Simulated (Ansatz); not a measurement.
HgTe (Coloradoite):

```xyz
2
Lattice="0.0000 3.2145 3.2145 3.2145 0.0000 3.2145 3.2145 3.2145 0.0000" Properties=species:S:1:pos:R:3 pbc="T T T"
Hg    0.0000    0.0000    0.0000
Te    4.8217    4.8217    4.8217
```

```yaml
Program: Ansatz 0.2.0
Task: relaxation of cell and atoms
Functional: revPBE
Dispersion: D4
Potentials_or_basis: Ansatz PAW
Cutoff: "420 eV (not typed: the program's choice for these potentials)"
k_mesh: 7 × 7 × 7
Occupations: fermi-dirac, width 0.05 eV
Spin: no spin polarisation
```

At the start: volume 33.22 Å³/atom.

Q: How do energy, volume and symmetry change on relaxing?

A: It ends after 5 steps and the volume is 34.96 Å³/atom (+5.3 %); space group F-43m (No. 216, to 0.05 Å).

The path:
```tsv
step	energy change (eV)	largest force (eV/Å)	volume (Å³)
1	0.0000	0.0000	66.43
2	-0.0160	0.0000	71.96
3	-0.0230	0.0000	70.15
4	-0.0232	0.0000	69.93
5	-0.0238	0.0000	69.93
```

Final structure:
```yaml
crystal:
  lattice:
    - [0.00000, 3.26993, 3.26993]
    - [3.26993, 0.00000, 3.26993]
    - [3.26993, 3.26993, 0.00000]
  atoms:
    - { symbol: Hg, position: [0.00000, 0.00000, 0.00000] }
    - { symbol: Te, position: [0.75000, 0.75000, 0.75000] }
```

Caveat: the plane-wave basis is chosen anew once the cell has moved, so the energies of steps on either side of that aren't comparable; pairwise dispersion overbinds metals, which lowers pressure and volume; the PAW data sets come from PBE, with cores solved anew for the run's functional, which leaves a small shift of forces and pressure.
